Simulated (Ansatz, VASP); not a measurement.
## Two plane-wave programs on Au

```
CELL_PARAMETERS angstrom
0.00000 3.00191 3.00191
3.00191 0.00000 3.00191
3.00191 3.00191 0.00000
ATOMIC_POSITIONS crystal
Au 0.12500 0.12500 0.12500
Au 0.87500 0.87500 0.87500
```

Alike in both runs: task single point; functional RPBE; k mesh 10 × 10 × 10; occupations fermi-dirac, width 0.1 eV; no spin polarisation.

```csv
,VASP,Ansatz
version,VASP 6.6.1,Ansatz 0.2.0
potentials or method,"VASP PAW PBE potentials, release 64 (Au)","plane waves (420 eV) with PAW, scalar-relativistic"
plane-wave cutoff (eV),520,420
valence electrons in the cell,22,38
```

```tsv
	VASP	Ansatz	Ansatz less VASP
pressure (GPa)	7.7	7.8	+0.13
```

The functional is the same, so the differences come from potentials, cutoffs and numerics. The two sets of potentials don't hold the same shells in valence.

Caveats: the PAW data sets were made with another functional, which shifts forces and pressure a little (VASP). The runs have no spin-orbit coupling, so splittings on Au are missing.
